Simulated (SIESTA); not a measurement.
## CuAu under changes of volume

One of the cells (15.658 Å³/atom); the others are scaled copies at fixed shape and fractional positions:

```xyz
2
Lattice="1.4526 0.8387 4.2844 -1.4526 0.8387 4.2844 0.0000 -1.6773 4.2844" Properties=species:S:1:pos:R:3 pbc="T T T"
Au    0.0000    0.0000    0.0000
Cu    0.0000    0.0000    6.4265
```

The cell comes from a database or a generator and needn't be the stable form of this composition.

| Quantity | Value |
| --- | --- |
| Program | SIESTA 5.4.2 |
| Functional | PBEsol |
| Potentials or basis | PseudoDojo 0.4 standard (PBEsol files) |
| Basis | DZP (energy shift 0.003 Ry; two zetas on semicore shells) |
| Grid cutoff | 800 Ry |
| Energy shift | 0.003 Ry |
| k mesh | 11 × 11 × 11 |
| Occupations | fermi-dirac, width 0.05 eV |
| Spin | no spin polarisation |

| volume (Å³/atom) | energy over the lowest point (meV/atom) | pressure (GPa) |
| --- | --- | --- |
| 14.430 | 0.00 | 1.3 |
| 14.737 | ? | ? |
| 15.044 | 7.66 | -5.1 |
| 15.658 | 37.35 | -9.9 |
| 15.965 | 58.26 | -11.9 |
| 16.272 | 82.88 | -13.8 |

Q: What does the run at 14.737 Å³/atom give?

A: Energy over the lowest point 0.81 meV/atom; pressure -2.0 GPa.

Worked out: A Birch-Murnaghan fit of order 3 (a polynomial in V^(-2/3)) to the other rows has its minimum at 14.55 Å³/atom with B0 = V·E''(V) = 171 GPa and B' = 6.1 at fixed shape and positions, which overstates the stiffness. It gives 0.67 meV/atom at 14.737 Å³/atom, against the run's 0.81, and -dE/dV = -2.1 GPa, against -2.0.

Energies are extrapolated to zero smearing.

Caveats: short orbitals over semicore shells can move pressures by several GPa; the basis of atomic orbitals isn't converged, which shifts pressures, moduli and gaps.
